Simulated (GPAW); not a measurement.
Here is a GPAW 26.7.0 calculation.

The input run.py:

```python
from ase.calculators.mixing import SumCalculator
from ase.eos import EquationOfState
from ase.io import Trajectory, read
from ase.units import GPa
from dftd3.ase import DFTD3
from gpaw import GPAW, PW, setup_paths

setup_paths.insert(0, '.')

atoms = read('Ni.xyz')
atoms.set_initial_magnetic_moments([1.0])

traj = Trajectory('eos.traj', 'w')
volumes, energies = [], []
for x in [0.94, 0.96, 0.98, 1.0, 1.02, 1.04, 1.06]:
    a = atoms.copy()
    a.set_cell(atoms.cell * x**(1 / 3), scale_atoms=True)
    calc = GPAW(mode=PW(600),
                xc='GGA_X_OPTX+GGA_C_LYP',
                kpts={'size': (11, 11, 11), 'gamma': True},
                occupations={'name': 'fermi-dirac', 'width': 0.05},
                nbands=17,
                convergence={'density': 1e-05, 'energy': 1e-05},
                eigensolver='davidson',
                maxiter=150,
                txt=f'eos-{x:.2f}.txt')
    a.calc = SumCalculator([calc, DFTD3(method='olyp', damping='d3zero')])
    energies.append(a.get_potential_energy())
    volumes.append(a.get_volume())
    p = -a.get_stress()[:3].mean() / GPa
    calc.write(f'eos-{x:.2f}.gpw')
    traj.write(a)
    print(f'{x:.2f} {volumes[-1]:10.4f} A^3 {energies[-1]:14.6f} eV {p:9.3f} GPa', flush=True)

v0, e0, B = EquationOfState(volumes, energies, eos='birchmurnaghan').fit()
print(f'V0 = {v0:.4f} A^3, E0 = {e0:.6f} eV, B0 = {B / GPa:.2f} GPa')
```

Ni.xyz

```xyz
1
Lattice="0.0000000000 1.7375729330 1.7375729330 1.7375729330 0.0000000000 1.7375729330 1.7375729330 1.7375729330 0.0000000000" Properties=species:S:1:pos:R:3 pbc="T T T"
Ni     0.0000000000      0.0000000000      0.0000000000
```

Potentials or basis: PAW data sets generated in the run's folder for this functional, pw.

The run is started by

```bash
$ gpaw-setup -f GGA_X_OPTX+GGA_C_LYP Ni
$ OMP_NUM_THREADS=1 python run.py
```

Task: Estimate the bulk modulus.

Result: 239 GPa.

Task: Predict the pressure derivative of the bulk modulus.

Result: 5.9.

Task: What does it give for the equilibrium volume?

Result: 10.04 Å³/atom.

Energy against volume, from the lowest point:
| volume (Å³/atom) | energy (meV/atom) |
| --- | --- |
| 9.862 | 2.36 |
| 10.072 | 0.00 |
| 10.282 | 4.00 |
| 10.492 | 13.55 |
| 10.702 | 27.91 |
| 10.912 | 46.42 |
| 11.122 | 68.44 |
